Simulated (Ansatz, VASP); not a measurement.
Two plane-wave programs on Li

```
Li
1.0
     0.00000    2.20200    2.20200
     2.20200    0.00000    2.20200
     2.20200    2.20200    0.00000
Li
1
Direct
  0.00000 0.00000 0.00000
```

This isn't the form of Li at room conditions, which is bcc.

Alike in both runs: task relaxation of cell and atoms; functional r2SCAN; k mesh 16 × 16 × 16; occupations gaussian, width 0.1 eV; no spin polarisation.

|  | VASP | Ansatz |
| --- | --- | --- |
| version | VASP 6.6.1 | Ansatz 0.2.0 |
| potentials or method | VASP PAW PBE potentials, release 64 (Li_sv) | scalar-relativistic, plane waves, PAW |
| plane-wave cutoff (eV) | 600 | 500 |
| valence electrons in the cell | 3 | 3 |

Ansatz gave:

```
gap on the k mesh at the Fermi level, each at its own relaxed structure (eV) : none
relaxed volume (Å³/atom)                                                     : 20.96
relaxed cell length with the largest relative difference (Å)                 : 3.095
```

Which values does VASP return?

gap on the k mesh at the Fermi level, each at its own relaxed structure (eV): none; relaxed volume (Å³/atom): 20.77; relaxed cell length with the largest relative difference (Å): 3.086.

A gap of «none» marks a metal or a gap that the smearing closes.

Caveats: the cutoff is under 1.25 times the usual one of these potentials, so pressure, stress and relaxed cells hold a basis-set (Pulay) error (VASP); the PAW data sets were made with another functional, which shifts forces and pressure a little (VASP).
